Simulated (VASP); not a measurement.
# CO in VASP: relaxation of the atoms with LDA

Aim: the relaxation of the atoms of CO with LDA.

Program: VASP 6.6.1. These are calculated values, not measurements. Logs are shortened: lines on timing, memory, paths and dates and some standing lists are left out, and cuts for length are marked.

**1. Starting point**

The cell holds a molecule_in_box, 2 atoms: a = 14.000 Å, b = 14.500 Å, c = 15.000 Å, α = 90.00°, β = 90.00°, γ = 90.00°.

**2. Relaxation of the atoms, LDA**

Input file INCAR:

```
SYSTEM = CO
  ALGO = Normal
  EDIFF = 1E-6
  EDIFFG = -0.01
  ENCUT = 450
  IBRION = 2
  ISIF = 2
  ISMEAR = 0
  ISYM = 0
  LASPH = .True.
  LCHARG = .False.
  LREAL = .False.
  LWAVE = .False.
  NELM = 200
  NSW = 80
  PREC = Accurate
  SIGMA = 0.005
```

Input file KPOINTS:

```
k-points
0
Gamma
  1 1 1
  0 0 0
```

Input file POSCAR:

```
CO
1.0
   14.0000000000      0.0000000000      0.0000000000
    0.0000000000     14.5000000000      0.0000000000
    0.0000000000      0.0000000000     15.0000000000
C O
1 1
Direct
    0.5019266500      0.4989812700      0.4628489100
    0.4980733500      0.5010187300      0.5371510900
```

Potentials or basis: VASP PAW LDA potentials, release 64 (C, O).

Command:

```
> cat potpaw_LDA.64/C/POTCAR potpaw_LDA.64/O/POTCAR > POTCAR
> mpirun -np 2 vasp_gam > vasp.out
```

OUTCAR:

```text
SYSTEM = CO
   EDIFF = 1E-6
   EDIFFG = -0.01
   ENCUT = 450
   IBRION = 2
   ISIF = 2
   ISMEAR = 0
   ISYM = 0
   LASPH = .True.
   LREAL = .False.
   NELM = 200
   NSW = 80
   PREC = Accurate

 ion  position               nearest neighbor table
   1  0.502  0.499  0.463-   2 1.12
   2  0.498  0.501  0.537-   1 1.12

IMPORTANT INFORMATION: All symmetrisations will be switched off!
NOSYMM: (Re-)initialisation of all symmetry stuff for point group C_1.

----------------------------------------------------------------------------------------

                                     Primitive cell

  volume of cell :    3045.0000

  direct lattice vectors                    reciprocal lattice vectors
    14.000000000  0.000000000  0.000000000     0.071428571  0.000000000  0.000000000
     0.000000000 14.500000000  0.000000000     0.000000000  0.068965517  0.000000000
     0.000000000  0.000000000 15.000000000     0.000000000  0.000000000  0.066666667

  length of vectors
    14.000000000 14.500000000 15.000000000     0.071428571  0.068965517  0.066666667

  position of ions in fractional coordinates (direct lattice)
     0.501926650  0.498981270  0.462848910
     0.498073350  0.501018730  0.537151090

  ion indices of the primitive-cell ions
   primitive index   ion index
                 1           1
                 2           2

----------------------------------------------------------------------------------------

 KPOINTS: k-points

Automatic generation of k-mesh.
 Grid dimensions read from file:
 generate k-points for:    1    1    1

 Generating k-lattice:

  Cartesian coordinates                     Fractional coordinates (reciprocal lattice)
     0.071428571  0.000000000  0.000000000     1.000000000  0.000000000  0.000000000
     0.000000000  0.068965517  0.000000000     0.000000000  1.000000000  0.000000000
     0.000000000  0.000000000  0.066666667     0.000000000  0.000000000  1.000000000

  Length of vectors
     0.071428571  0.068965517  0.066666667

  Shift w.r.t. Gamma in fractional coordinates (k-lattice)
     0.000000000  0.000000000  0.000000000

 Subroutine IBZKPT returns following result:
 ===========================================

 Found      1 irreducible k-points:

 Following reciprocal coordinates:
            Coordinates               Weight
  0.000000  0.000000  0.000000      1.000000
   k-points           NKPTS =      1   k-points in BZ     NKDIM =      1   number of bands    NBANDS=     10
   number of dos      NEDOS =    301   number of ions     NIONS =      2
[... 25 lines left out ...]
   TEBEG  =    0.0;   TEEND  =   0.0 temperature during run
   PSTRESS=    0.0 pullay stress
   NELECT =      10.0000    total number of electrons
   NUPDOWN=      -1.0000    fix difference up-down
   EMIN   =  10.00;   EMAX   =-10.00  energy-range for DOS
   EFERMI =   0.00;   METHOD = LEGACY
   ISMEAR =     0;   SIGMA  =   0.01  broadening in eV -4-tet -1-fermi 0-gaus
   EFERMI_NEDOS =   21; number of points for ismear=-14 and -15
   IALGO  =     38    algorithm
   IMIX   =      4    mixing-type and parameters
     AMIX     =   0.40;   BMIX     =  1.00
     AMIX_MAG =   1.60;   BMIX_MAG =  1.00
  volume/ion in A,a.u.               =    1522.50     10274.34
  Fermi-wavevector in a.u.,A,eV,Ry     =   0.243339  0.459845  0.805656  0.059214
  Thomas-Fermi vector in A             =   1.051865
   LORBIT       =      0    0 simple, 1 ext, 2 COOP (PROOUT), +10 PAW based schemes
   GGA     = CA    functional components
   LHFCALC =     F    Hartree Fock is set to
   AEXX    =    0.0000 exact exchange contribution
   IVDW    =     0    specifies the selected vdW correction
   LEPSILON=     F    determine dielectric tensor
   LRPA    =     F    only Hartree local field effects (RPA)
 conjugate gradient relaxation of ions
 non-spin polarized calculation
 Gauss-broadening in eV      SIGMA  =   0.01
  energy-cutoff  :      450.00
  volume of cell :     3045.00
 maximum number of plane-waves:     33027
 NGX is ok and might be reduce to    98
   NGX = 49   NGY = 51   NGZ = 51

--------------------------------------- Ionic step        1  -------------------------------------------

 number of electron      10.0000002 magnetization

 Free energy of the ion-electron system (eV)
  ---------------------------------------------------
  ext. energy  EPLUGINS =         0.00000000
  ---------------------------------------------------
  free energy    TOTEN  =       -15.53802814 eV

  energy without entropy =      -15.53802814  energy(sigma->0) =      -15.53802814

------------------------ aborting loop because EDIFF is reached ----------------------------------------

  FORCE on cell =-STRESS in cart. coord.  units (eV):
  Direction    XX          YY          ZZ          XY          YZ          ZX
  --------------------------------------------------------------------------------------
  -------------------------------------------------------------------------------------
  Total       -0.1873182     -0.1966133      2.5179345     -0.0034761      0.0719308     -0.1313226
  in kB       -0.0985606     -0.1034513      1.3248531     -0.0018290      0.0378476     -0.0690975
  external PRESSURE =       0.3742804 kB  Pullay stress =       0.0000000 kB
[... 89 lines left out ...]
  FREE ENERGIE OF THE ION-ELECTRON SYSTEM (eV)
  ---------------------------------------------------
  free  energy   TOTEN  =       -15.5602660852 eV

  energy  without entropy=      -15.5602660852  energy(sigma->0) =      -15.56026609

[... ionic steps 4 to 9 ...]

--------------------------------------- Ionic step       10  -------------------------------------------

 number of electron      10.0000000 magnetization

------------------------ aborting loop because EDIFF is reached ----------------------------------------
[... 67 lines left out ...]
--------------------------------------- Ionic step       12  -------------------------------------------

 number of electron      10.0000000 magnetization

 Free energy of the ion-electron system (eV)
  ---------------------------------------------------
  ext. energy  EPLUGINS =         0.00000000
  ---------------------------------------------------
  free energy    TOTEN  =       -15.56050174 eV

  energy without entropy =      -15.56050174  energy(sigma->0) =      -15.56050174

 E-fermi :  -9.0557     XC(G=0):  -0.2201

 val. band max:       -9.0848535343   @ k =   0.0000   0.0000   0.0000
 cond. band min:      -2.2877757485   @ k =   0.0000   0.0000   0.0000
 fundamental gap:      6.7970777858
 Fermi energy:        -9.0556878698

 k-point     1 :       0.0000    0.0000    0.0000
  band No.  band energies     occupation
      1     -29.3138      2.00000
      2     -14.0701      2.00000
      3     -12.0447      2.00000
      4     -12.0446      2.00000
      5      -9.0849      2.00000
      6      -2.2878      0.00000
      7      -2.2877      0.00000
      8      -0.1112      0.00000
      9       0.4625      0.00000
     10       0.5728      0.00000
[... 27 lines left out ...]
  FREE ENERGIE OF THE ION-ELECTRON SYSTEM (eV)
  ---------------------------------------------------
  free  energy   TOTEN  =       -15.5605017395 eV

  energy  without entropy=      -15.5605017395  energy(sigma->0) =      -15.56050174

 reached required accuracy - stopping structural energy minimisation
```

Run time: 3.6 min. Hardware: 2 MPI ranks of Intel Xeon Platinum 8488C (Sapphire Rapids), shared host; peak memory 0.76 GiB.

Results:

```yaml
Free_energy: -15.5605 eV
Energy_gained_by_relaxing: 11.2 meV/atom
Ionic_steps: 12
Largest_force_after_relaxing: 0.007 eV/Å
Gap_between_the_frontier_levels: 6.80 eV
```

Forces on the atoms (eV/Å):
```
C    0.000  0.000 -0.007
O    0.000  0.000  0.007
```

Step by step:
```
step  energy change (eV)  largest force (eV/Å)  pressure (GPa)
   1              0.0000                2.4222            0.04
   2              1.6744               12.2346           -0.30
   3             -0.0222                0.2359           -0.01
   4             -0.0225                0.0146           -0.01
   5             -0.0225                0.0296           -0.01
   6             -0.0225                0.0268           -0.01
   7             -0.0225                0.0170           -0.01
   8             -0.0225                0.0161           -0.01
   9             -0.0225                0.0155           -0.01
  10             -0.0225                0.0142           -0.01
  11             -0.0225                0.0117           -0.01
  12             -0.0225                0.0068           -0.01
```

Final structure:
```
C O
1.0
    14.00000    0.00000    0.00000
     0.00000   14.50000    0.00000
     0.00000    0.00000   15.00000
C O
1 1
Cartesian
  7.0274 7.2349 6.9333
  6.9726 7.2651 8.0667
```

Caveat: the cutoff is under 1.25 times the usual one of these potentials, so pressure, stress and relaxed cells hold a basis-set (Pulay) error; the standard files for N, O and F lose accuracy on very short bonds.
